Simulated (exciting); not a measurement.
CdS (Hawleyite):

```
CELL_PARAMETERS angstrom
0.00000 2.91650 2.91650
2.91650 0.00000 2.91650
2.91650 2.91650 0.00000
ATOMIC_POSITIONS crystal
Cd 0.00000 0.00000 0.00000
S 0.75000 0.75000 0.75000
```

Base run:

- Program: exciting (release sodium)
- Functional: PBE
- Potentials or basis: all-electron LAPW+lo, shipped species files, valence relativity iora*
- rgkmax: 7.5
- k mesh: 8 × 8 × 8
- Occupations: fermi-dirac, width 0.05 eV
- Spin: no spin polarisation

Its results: band gap on the k mesh 1.14 eV, direct.

Task: The run is repeated on the same cell with these changes: functional from PBE to LDA. What comes out?

Result: Band gap on the k mesh 0.86 eV, direct.
